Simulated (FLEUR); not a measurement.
Crystal: Fe.

```
Fe
1.0
     2.43416    0.00000    0.00000
    -1.21708    2.10804    0.00000
     0.00000    0.00000    3.84193
Fe
2
Direct
  0.66667 0.33333 0.75000
  0.33333 0.66667 0.25000
```

This isn't the form of Fe at room conditions, which is bcc.

Base run:

```yaml
Program: FLEUR MaX-R8.1 (later development tree)
Functional: PBEsol
Potentials_or_basis: all-electron
Basis: FLAPW
Kmax: 4.76 1/bohr
k_mesh: 10 × 10 × 6
Occupations: fermi-dirac, width 0.05 eV
Spin: collinear spin, ferromagnetic start
Starting_moments: "[3.0, 3.0] μB"
Hubbard_terms: Fe d U = 2 eV
```

Its results: band gap on the k mesh none (metal or under the smearing width); net moment 5.31 μB per cell; site moments Fe +2.68 μB.

Q: The run is repeated on the same cell with these changes: hubbard terms from Fe d U = 2 eV to Fe d U = 6 eV. What comes out?

A: Band gap on the k mesh none (metal or under the smearing width); net moment 5.98 μB per cell; site moments Fe +3.05 μB.

Caveats: the U is typed as a test and isn't derived for this compound.

Not every run made on this cell is shown here.
